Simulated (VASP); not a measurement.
A run of VASP 6.6.1:

The input INCAR:

```
SYSTEM = Pt
ALGO = Fast ; DIPOL = 0.5 0.5 0.500
EDIFF = 1E-7 ; ENCUT = 520
GGA = PS ; ICORELEVEL = 1
IDIPOL = 3 ; ISIF = 2
ISMEAR = 1 ; KPAR = 4
LASPH = .True. ; LCHARG = .False.
LDIPOL = .True. ; LREAL = .False.
LVACPOTAV = .True. ; LVHAR = .True.
LWAVE = .False. ; NBANDS = 61
NELM = 80 ; PREC = Accurate
SIGMA = 0.1
```

File KPOINTS:

```
k-points
0
Gamma
  14 10 1
  0 0 0
```

POSCAR

```
Pt                                      
1.0
    2.7689424700      0.0000000000      0.0000000000
    0.0000000000      3.9158760000      0.0000000000
    0.0000000000      0.0000000000     27.4602411300
  Pt            
    10
Direct
     0.5000000000000000    0.5000000000000000    0.2783896594096955
     0.0000000000000000    0.0000000000000000    0.3208184990162299
     0.5000000000000000    0.5000000000000000    0.3752160826340082
     0.0000000000000000    0.0000000000000000    0.4248134102387295
     0.5000000000000000    0.5000000000000000    0.4744897021732249
     0.0000000000000000    0.0000000000000000    0.5255102978267751
     0.5000000000000000    0.5000000000000000    0.5751865897612702
     0.0000000000000000    0.0000000000000000    0.6247839173659918
     0.5000000000000000    0.5000000000000000    0.6791815009837702
     0.0000000000000000    0.0000000000000000    0.7216103405903045
```

Potentials or basis: VASP PAW PBE potentials, release 64 (Pt).

Run with:

```sh
$ cat potpaw_PBE.64/Pt/POTCAR > POTCAR
$ mpirun -np 4 vasp_std > vasp.out
```

Hardware: 4 MPI ranks on Intel(R) Xeon(R) 6975P-C (Granite Rapids), with other jobs on the host.

Task: Estimate the wall time of this run.

Result: Wall time 5.3 min on 4 MPI ranks on Intel(R) Xeon(R) 6975P-C (Granite Rapids), with other jobs on the host, peak memory 0.77 GiB a rank. Counts: scf iterations 35, k points 48.
